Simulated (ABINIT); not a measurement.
The system is PtS2.

```
Pt S
1.0
     3.54320    0.00000    0.00000
    -1.77160    3.06850    0.00000
     0.00000    0.00000    5.03880
Pt S
1 2
Direct
  0.00000 0.00000 0.00000
  0.66667 0.33333 0.77300
  0.33333 0.66667 0.22700
```

Base run:

- Program: ABINIT 10.8.3 (patched build)
- Functional: PBEsol
- Potentials or basis: JTH PAW PBE v2.0
- Cutoff: 544 eV
- k mesh: 5 × 5 × 3
- Occupations: fermi-dirac, width 0.05 eV
- Spin: no spin polarisation

Its results: band gap on the k mesh 1.21 eV, indirect (least direct gap 1.35 eV); pressure 7.3 GPa; largest force 1.106 eV/Å.

Question: The run is repeated on the same cell with these changes: k mesh from 5 × 5 × 3 to 4 × 4 × 2. What comes out?

Answer: Band gap on the k mesh 1.06 eV, indirect (least direct gap 1.67 eV); pressure 7.2 GPa; largest force 1.178 eV/Å.

Caveats: some runs use coarse meshes; the PAW data sets were made with another functional, which shifts forces and pressure a little; spin-orbit coupling is left out, which moves the levels of the heavy elements; an odd mesh through Γ misses points on the zone boundary, where band edges often lie (some runs).
